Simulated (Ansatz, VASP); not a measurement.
**CdTe: VASP beside Ansatz**

Contents of POSCAR:

```
CdTe
1.0
    0.0000000000      3.2050000000      3.0447500000
    3.2050000000      0.0000000000      3.0447500000
    3.2050000000      3.2050000000      0.0000000000
Cd Te
1 1
Direct
    0.0000000000      0.0000000000      0.0000000000
    0.7500000000      0.7500000000      0.7500000000
```

File INCAR.step1:

```
SYSTEM = CdTe
ALGO = Normal ; EDIFF = 1E-4
ENCUT = 520 ; GGA = PE
ISMEAR = 0 ; LASPH = .True.
LCHARG = .False. ; LREAL = .False.
LWAVE = .True. ; NBANDS = 16
NELM = 80 ; PREC = Accurate
SIGMA = 0.05
```

File INCAR.step2:

```
SYSTEM = CdTe
ALGO = Normal ; EDIFF = 1E-6
ENCUT = 520 ; ISIF = 2
ISMEAR = 0 ; ISTART = 1
LASPH = .True. ; LCHARG = .False.
LMIXTAU = .True. ; LREAL = .False.
LWAVE = .False. ; METAGGA = R2SCAN
NBANDS = 16 ; NELM = 80
PREC = Accurate ; SIGMA = 0.05
```

Contents of KPOINTS:

```
k-points
0
Gamma
  8 8 8
  0 0 0
```

Input for Ansatz:

```yaml
crystal:
  lattice:
    - [0.0, 3.205, 3.04475]
    - [3.205, 0.0, 3.04475]
    - [3.205, 3.205, 0.0]
  atoms:
    - { symbol: Cd, position: [0.0, 0.0, 0.0] }
    - { symbol: Te, position: [0.75, 0.75, 0.75] }
basis:
  ecutwfc: 500
kpoints:
  mp_grid: { grid: [8, 8, 8] }
hamiltonian:
  xc: r2scan
scf:
  occupations: { method: gaussian, width: 0.05 }
output:
  forces: true
  stress: true
  eigenvalues: true
```

Change from the starting cell: strain +0.000 along x and y, -0.050 along z, atoms carried along.

Alike in both runs: task single point; functional r2SCAN; k mesh 8 × 8 × 8; occupations gaussian, width 0.05 eV; no spin polarisation.

```csv
,VASP,Ansatz
version,VASP 6.6.1,Ansatz 0.2.0
potentials or method,"VASP PAW PBE potentials, release 64 (Cd, Te)","scalar-relativistic, plane waves, PAW"
plane-wave cutoff (eV),520,500
valence electrons in the cell,18,36
```

|  | VASP | Ansatz | Ansatz less VASP |
| --- | --- | --- | --- |
| gap on the k mesh at the Fermi level (eV) | 1.44 | 1.44 | +0.001 |
| least direct gap on the mesh (eV) | 1.44 | 1.44 | +0.001 |
| pressure (GPa) | 6.5 | 6.3 | -0.18 |
| largest component of the traceless stress (GPa) | 0.32 | 0.31 | -0.002 |

The two sets of potentials don't hold the same shells in valence.

Caveats: the PAW data sets were made with another functional, which shifts forces and pressure a little (VASP); spin-orbit coupling is left out, which moves the levels of the heavy elements.
